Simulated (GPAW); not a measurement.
# Al2O3 (P-6m2) in GPAW: convergence with bands over the usual count

Aim: find how far bands over the usual count must go before the results for Al2O3 settle, at r2SCAN. This setting moves, with any that are tied to it; all else stays.

All numbers are computed with GPAW 26.7.0; they aren't measurements. Logs are shortened: lines on timing, memory, paths and dates and some standing lists are left out, and cuts for length are marked. The log counts tension as positive stress, the text compression.

## 1. The structure

Symmetry: P-6m2, No. 187, hexagonal system. The conventional cell has a = 2.884 Å, b = 2.884 Å, c = 9.337 Å, α = 90.00°, β = 90.00°, γ = 120.00°. Al (site symmetry 3m) has 3 O at 1.80 Å as nearest neighbours. O (site symmetry 3m) has 3 Al at 1.80 Å as nearest neighbours. O (site symmetry -6m2) is surrounded by 6 Al at 2.18 Å.

Measurements of this composition are mostly on another form, of space group No. 167.

## 2. With bands over the usual count 0.72

Contents of run.py:

```python
from ase.dft.bandgap import bandgap
from ase.io import read, write
from ase.units import GPa
from gpaw import GPAW, PW

atoms = read('Al2O3.xyz')

calc = GPAW(mode=PW(800),
            xc='MGGA_X_R2SCAN+MGGA_C_R2SCAN',
            kpts={'size': (7, 7, 2), 'gamma': True},
            occupations={'name': 'fermi-dirac', 'width': 0.05},
            nbands=18,
            convergence={'density': 1e-05, 'energy': 1e-05},
            maxiter=100,
            txt='gpaw.txt')
atoms.calc = calc
energy = atoms.get_potential_energy()
forces = atoms.get_forces()
stress = atoms.get_stress()
calc.write('gs.gpw')
write('result.traj', atoms)
print(f'Energy: {energy:.6f} eV')
print('Forces (eV/A):')
print(forces.round(4))
print('Stress (GPa):', (stress / GPa).round(3))
print('Fermi level:', round(calc.get_fermi_level(), 4), 'eV')
print(f'Gap: {bandgap(calc)[0]:.4f} eV, direct: {bandgap(calc, direct=True)[0]:.4f} eV')
```

Contents of Al2O3.xyz:

```xyz
5
Lattice="2.8843249483 0.0000000000 0.0000000000 -1.4421624742 2.4978986780 0.0000000000 0.0000000000 0.0000000000 9.3367544600" Properties=species:S:1:pos:R:3 pbc="T T T"
Al     0.0000000000      0.0000000000      7.9363129039
Al     0.0000000000      0.0000000000      1.4004415561
O     -0.0000000002      1.6652657854      7.2610359657
O      1.4421624743      0.8326328926      0.0000000000
O     -0.0000000002      1.6652657854      2.0757184943
```

Potentials or basis: GPAW PAW data sets (gpaw-data 1.2.1), pw.

Launch:

```
OMP_NUM_THREADS=1 python run.py
```

gpaw.txt:

```text
__  _  _
 | _ |_)|_||  |
 |__||  | ||/\| - 26.7.0

Input parameters:
  mode=PW(ecut=800.0),
  convergence={'density': 1e-05, 'energy': 1e-05},
  kpts=MonkhorstPack(size=(7, 7, 2), gamma=True),
  maxiter=100,
  nbands=18,
  occupations=Occupations(name='fermi-dirac', width=0.05),
  xc=XC(name='MGGA_X_R2SCAN+MGGA_C_R2SCAN')

Diagonalizing LCAO Hamiltonian
Converting LCAO to pw mode

       Al

        O

       Al
           O

Atoms  # Å, Bohr magnetons
|   | symbol |         x |        y |        z |    initial magnetic moments |
|---|--------|-----------|----------|----------|-----------------------------|
| 0 |     Al |  0.000000 | 0.000000 | 7.936313 | ( 0.0000,  0.0000,  0.0000) |
| 1 |     Al |  0.000000 | 0.000000 | 1.400442 | ( 0.0000,  0.0000,  0.0000) |
| 2 |      O | -0.000000 | 1.665266 | 7.261036 | ( 0.0000,  0.0000,  0.0000) |
| 3 |      O |  1.442162 | 0.832633 | 0.000000 | ( 0.0000,  0.0000,  0.0000) |
| 4 |      O | -0.000000 | 1.665266 | 2.075718 | ( 0.0000,  0.0000,  0.0000) |

Unit cell  # Å
| periodic |         x |        y |        z |  lengths |     angles |
|----------|-----------|----------|----------|----------|------------|
|      yes |  2.884325 | 0.000000 | 0.000000 | 2.884325 |  90.000000 |
|      yes | -1.442162 | 2.497899 | 0.000000 | 2.884325 |  90.000000 |
|      yes |  0.000000 | 0.000000 | 9.336754 | 9.336754 | 120.000000 |

Number of symmetries: 12
Symmetry operations  # r_c * U_cc + t_c -> r_c
|    | kind |            matrix            |
|----|------|------------------------------|
|  0 |  σ   |  1, 1, 0,  0,-1, 0,  0, 0, 1 |
|  1 |  C2  |  1, 1, 0,  0,-1, 0,  0, 0,-1 |
|  2 |  E   |  1, 0, 0,  0, 1, 0,  0, 0, 1 |
|  3 |  σ   |  1, 0, 0,  0, 1, 0,  0, 0,-1 |
|  4 |  C3  |  0, 1, 0, -1,-1, 0,  0, 0, 1 |
|  5 |  S3  |  0, 1, 0, -1,-1, 0,  0, 0,-1 |
|  6 |  σ   |  0,-1, 0, -1, 0, 0,  0, 0, 1 |
|  7 |  C2  |  0,-1, 0, -1, 0, 0,  0, 0,-1 |
|  8 |  σ   | -1, 0, 0,  1, 1, 0,  0, 0, 1 |
|  9 |  C2  | -1, 0, 0,  1, 1, 0,  0, 0,-1 |
| 10 |  C3  | -1,-1, 0,  1, 0, 0,  0, 0, 1 |
| 11 |  S3  | -1,-1, 0,  1, 0, 0,  0, 0,-1 |

BZ-sampling:
  Number of BZ points: 98
  Number of IBZ points: 16

  Monkhorst-Pack size: [7, 7, 2]
  Monkhorst-Pack shift: [0.0, 0.0, 0.25]

K-points  # in reciprocal-cell coordinates
|     |                                coordinates |     weight |
|-----|--------------------------------------------|------------|
|   0 | (  0.00000000,   0.00000000,   0.00000000) | 0.01020408 |
|   1 | (  0.00000000,   0.00000000,   0.50000000) | 0.01020408 |
|   2 | (  0.14285714,   0.00000000,   0.00000000) | 0.06122449 |
|   3 | (  0.14285714,   0.00000000,   0.50000000) | 0.06122449 |
|   4 | (  0.28571429,  -0.14285714,   0.00000000) | 0.06122449 |
|   5 | (  0.28571429,  -0.14285714,   0.50000000) | 0.06122449 |
|   6 | (  0.28571429,   0.00000000,   0.00000000) | 0.06122449 |
|   7 | (  0.28571429,   0.00000000,   0.50000000) | 0.06122449 |
|   8 | (  0.42857143,  -0.14285714,   0.00000000) | 0.12244898 |
|   9 | (  0.42857143,  -0.14285714,   0.50000000) | 0.12244898 |
| ... |                                            |            |
|  15 | (  0.42857143,   0.42857143,   0.50000000) | 0.06122449 |

Plane wave coefficients: 3523
Cutoff: 800.0 eV

Spin-components: 1 (collinear spins)
Bands:           18
Projectors:      25
Spin-degeneracy: 2
Datatype:        complex128

Parallelization:
  kpt:    1
  domain: 1
  band:   1

Density:
  Valence electrons: 24.0
  Components: 1
  Grid points: [20 20 63]
  Charge: 0.0  # |e|

Potential:
  Grid points: [20 20 63]

species:
  Al:
    name:    Aluminium
    Z:       13.0
    valence: 3
    core:    10
    charge:  0.0  # [|e|]
    compensation charges:
      type: gauss
      rc: 0.34  # [Å]
      lmax: 2
    cutoffs:
      filter: 1.91  # [Å]
      core: 2.36  # [Å]
    projectors
    | kind |    occ | energy [eV] | rcut [Å] |
    |------|--------|-------------|----------|
    |   3s |  2.000 |      -7.753 |    1.085 |
    |   3p |  1.000 |      -2.712 |    1.085 |
    |    s |        |      19.459 |    1.085 |
    |    p |        |      24.499 |    1.085 |
    |    d |        |       0.000 |    1.085 |

    Using partial waves for Al as LCAO basis

  O:
    name:    Oxygen
    Z:       8.0
    valence: 6
    core:    2
    charge:  0.0  # [|e|]
    compensation charges:
      type: gauss
      rc: 0.21  # [Å]
      lmax: 2
    cutoffs:
      filter: 1.17  # [Å]
      core: 0.83  # [Å]
    projectors
    | kind |    occ | energy [eV] | rcut [Å] |
    |------|--------|-------------|----------|
    |   2s |  2.000 |     -23.961 |    0.688 |
    |   2p |  4.000 |      -9.029 |    0.598 |
    |    s |        |       3.251 |    0.688 |
    |    p |        |      18.182 |    0.598 |
    |    d |        |       0.000 |    0.619 |

    Using partial waves for O as LCAO basis

Reference energy: -19329.403433  # eV

eigensolver:
  PPCG
  Converge bands: occupied
  niter=2

density mixing:
  MSR1-Mixer
  Pratt-step length: 0.05
  Maximum mixing coefficient: 0.75
  Old densities: 10
  SVD Regularization: 0.005
  Good broyden scale: 1.0
  Trust region scale: 1.0
  Backstep threshold: 4.0
  History deletion threshold: 6.0
  Fourier metric: weight=20.0, sigma=0.015

occupation numbers:
  Fermi-Dirac:
    width: 0.0500  # eV

poisson solver:
  ecut: 6400.0  # eV

xc functional:
  name: MGGA_X_R2SCAN+MGGA_C_R2SCAN with 2 nearest neighbor stencil

convergence criteria:
- Maximum integral of absolute [dens]ity change: 1e-05 electrons / valence electron
- Maximum [total energy] change in last 3 cyles: 1e-05 eV / valence electron
- Maximum integral of absolute [eigenst]ate change: 4e-08 eV^2 / valence electron
maximum number of iterations: 100

SCF iterations
|iter     | |      energy | eigst |  dens |
|---------|-|-------------|-------|-------|
|iter:   1| |  -59.852331 | +0.05 |       |
|iter:   2| |  -49.149395 | -1.51 | -0.70 |
|iter:   3| |  -46.782899 | -0.49 | -0.75 |
|iter:   4| |  -46.943832 | -1.60 | -1.26 |
|iter:   5| |  -46.974877 | -2.13 | -1.55 |
|iter:   6| |  -46.977374 | -2.99 | -1.89 |
|iter:   7| |  -46.977474 | -4.73 | -2.89 |
|iter:   8| |  -46.977525c| -5.69 | -3.25 |
|iter:   9| |  -46.977526c| -6.94 | -4.02 |
|iter:  10| |  -46.977526c| -8.17c| -4.88 |
|iter:  11| |  -46.977526c| -8.15c| -5.29c|

Converged in 11 steps
Energy contributions relative to reference atoms: (reference = -19329.403433)

Energy contributions:
  Kinetic:          30.949289
  Coulomb:         -27.057706
  Zero:              0.486442
  External:          0.000000
  Xc:              -51.355551
  Entropy:          -0.000000
  Spinorbit:         0.000000
  ----------------------------
  Free energy:     -46.977526
  Extrapolated:    -46.977526

dipole moment: (-4.906895, -8.448343, -26.204124)  # |e|*Ang

Fermi level: 1.649
Eigenvalues  # (at kpt = [0.000, 0.000, 0.000])
| band index |      eig [eV] | occ [0-2] |
|------------|---------------|-----------|
|          0 |       -19.078 |     2.000 |
|        ... |               |           |
|          4 |        -1.579 |     2.000 |
|          5 |        -0.974 |     2.000 |
|          6 |        -0.973 |     2.000 |
|          7 |        -0.737 |     2.000 |
|          8 |        -0.736 |     2.000 |
|          9 |         0.021 |     2.000 |
|         10 |         0.021 |     2.000 |
|         11 |         0.329 |     2.000 |
|         12 |         6.218 |     0.000 |
|         13 |         8.829 |     0.000 |
|         14 |         9.322 |     0.000 |
|         15 |        10.672 |     0.000 |
|         16 |        14.637 |     0.000 |
|         17 |        16.031 |     0.000 |

Gap: 5.680 eV
Transition (v -> c):
  (s=0, k=2, n=11, [0.14, 0.00, 0.00]) -> (s=0, k=0, n=12, [0.00, 0.00, 0.00])
Direct/indirect transitions are different
Direct gap: 5.889 eV
Transition at: (s=0, k=0, n=11, [0.00, 0.00, 0.00])

Forces  # eV/Ang
|        x |       y |        z |
|----------|---------|----------|
| -0.00000 | 0.00000 | -0.09086 |  # Al   0
| -0.00000 | 0.00000 |  0.09086 |  # Al   1
|  0.00000 | 0.00000 |  0.28004 |  # O    2
|  0.00000 | 0.00000 |  0.00000 |  # O    3
|  0.00000 | 0.00000 | -0.28004 |  # O    4

Stress tensor  # eV/Ang^3
|        x |        y |        z |
|----------|----------|----------|
| 0.022507 | 0.000000 | 0.000000 |
| 0.000000 | 0.022507 | 0.000000 |
| 0.000000 | 0.000000 | 0.014213 |

# Writing to gs.gpw (mode='')
```

It took 25 s on 1 thread of Intel Xeon 6975P-C (Granite Rapids), shared host; peak memory 0.24 GiB.

Results:

* Free energy: -46.9775 eV
* Pressure: -3.2 GPa
* Largest force: 0.280 eV/Å
* Band gap on the k mesh: 5.68 eV, indirect (least direct gap 5.89 eV)

## 3. With bands over the usual count 0.8

run.py: that of step 2 with these lines changed.

```diff
@@ -11,3 +11,3 @@
             occupations={'name': 'fermi-dirac', 'width': 0.05},
-            nbands=18,
+            nbands=20,
             convergence={'density': 1e-05, 'energy': 1e-05},
```

Al2O3.xyz is that of step 2.

Potentials or basis: GPAW PAW data sets (gpaw-data 1.2.1), pw.

Launch:

```
OMP_NUM_THREADS=1 python run.py
```

Run time: 28 s. Hardware: 1 thread of Intel Xeon 6975P-C (Granite Rapids), shared host; peak memory 0.25 GiB.

The run converged. Its results:

```
Free energy            : -46.9775 eV
Pressure               : -3.2 GPa
Largest force          : 0.280 eV/Å
Band gap on the k mesh : 5.68 eV, indirect (least direct gap 5.89 eV)
```

## 4. With bands over the usual count 0.9

run.py: that of step 3 with these lines changed.

```diff
@@ -11,3 +11,3 @@
             occupations={'name': 'fermi-dirac', 'width': 0.05},
-            nbands=20,
+            nbands=22,
             convergence={'density': 1e-05, 'energy': 1e-05},
```

Al2O3.xyz is that of step 3.

Launch:

```
OMP_NUM_THREADS=1 python run.py
```

Wall time 31 s (1 thread of Intel Xeon 6975P-C (Granite Rapids), shared host); peak memory 0.25 GiB.

The run converged. Its results:

- Free energy: -46.9775 eV
- Pressure: -3.2 GPa
- Largest force: 0.280 eV/Å
- Band gap on the k mesh: 5.68 eV, indirect (least direct gap 5.89 eV)

## 5. With bands over the usual count 1

run.py: that of step 4 with these lines changed.

```diff
@@ -11,3 +11,3 @@
             occupations={'name': 'fermi-dirac', 'width': 0.05},
-            nbands=22,
+            nbands=24,
             convergence={'density': 1e-05, 'energy': 1e-05},
```

Al2O3.xyz is that of step 4.

Launch:

```
OMP_NUM_THREADS=1 python run.py
```

Run time: 33 s. Hardware: 1 thread of Intel Xeon 6975P-C (Granite Rapids), shared host; peak memory 0.25 GiB.

Results (log left out):

| Quantity | Value |
| --- | --- |
| Free energy | -46.9775 eV |
| Pressure | -3.2 GPa |
| Largest force | 0.280 eV/Å |
| Band gap on the k mesh | 5.68 eV, indirect (least direct gap 5.89 eV) |

## 6. With bands over the usual count 1.3

run.py: that of step 5 with these lines changed.

```diff
@@ -11,3 +11,3 @@
             occupations={'name': 'fermi-dirac', 'width': 0.05},
-            nbands=24,
+            nbands=32,
             convergence={'density': 1e-05, 'energy': 1e-05},
```

Al2O3.xyz is that of step 5.

Potentials or basis: GPAW PAW data sets (gpaw-data 1.2.1), pw.

Launch:

```
OMP_NUM_THREADS=1 python run.py
```

Run time: 45 s. Hardware: 1 thread of Intel Xeon 6975P-C (Granite Rapids), shared host; peak memory 0.26 GiB.

It converged, with:

```
Free energy            : -46.9775 eV
Pressure               : -3.2 GPa
Largest force          : 0.280 eV/Å
Band gap on the k mesh : 5.68 eV, indirect (least direct gap 5.89 eV)
```

## 7. With bands over the usual count 1.7

run.py: that of step 6 with these lines changed.

```diff
@@ -11,3 +11,3 @@
             occupations={'name': 'fermi-dirac', 'width': 0.05},
-            nbands=32,
+            nbands=41,
             convergence={'density': 1e-05, 'energy': 1e-05},
```

Al2O3.xyz is that of step 6.

Launch:

```
OMP_NUM_THREADS=1 python run.py
```

It took 56 s on 1 thread of Intel Xeon 6975P-C (Granite Rapids), shared host; peak memory 0.26 GiB.

Results (log left out):

```yaml
Free_energy: -46.9775 eV
Pressure: -3.2 GPa
Largest_force: 0.280 eV/Å
Band_gap_on_the_k_mesh: 5.68 eV, indirect (least direct gap 5.89 eV)
```

## 8. With bands over the usual count 2.5

run.py: that of step 7 with these lines changed.

```diff
@@ -11,3 +11,3 @@
             occupations={'name': 'fermi-dirac', 'width': 0.05},
-            nbands=41,
+            nbands=60,
             convergence={'density': 1e-05, 'energy': 1e-05},
```

Al2O3.xyz is that of step 7.

Launch:

```
OMP_NUM_THREADS=1 python run.py
```

It took 77 s on 1 thread of Intel Xeon 6975P-C (Granite Rapids), shared host; peak memory 0.29 GiB.

Results (log left out):

```
Free energy            : -46.9775 eV
Pressure               : -3.2 GPa
Largest force          : 0.280 eV/Å
Band gap on the k mesh : 5.68 eV, indirect (least direct gap 5.89 eV)
```

## 9. The series at a glance

| bands over the usual count | energy less the tightest run, at zero smearing (meV/atom) | SCF cycles | CPU time (s) | peak memory (GiB) |
| --- | --- | --- | --- | --- |
| 0.72 | 0.00 | 11 | 25 | 0.24 |
| 0.8 | 0.00 | 11 | 28 | 0.25 |
| 0.9 | 0.00 | 11 | 31 | 0.25 |
| 1 | 0.00 | 11 | 33 | 0.25 |
| 1.3 | 0.00 | 11 | 45 | 0.26 |
| 1.7 | 0.00 | 11 | 56 | 0.26 |
| 2.5 | 0.00 | 11 | 77 | 0.29 |

Against the tightest run, the energy stays within 1 meV/atom from 0.72 on. The tightest run that finished is the yardstick and may itself not be fully converged.

Caveats: the PAW data sets were made with another functional, which shifts forces and pressure a little; an odd mesh through Γ misses points on the zone boundary, where band edges often lie.
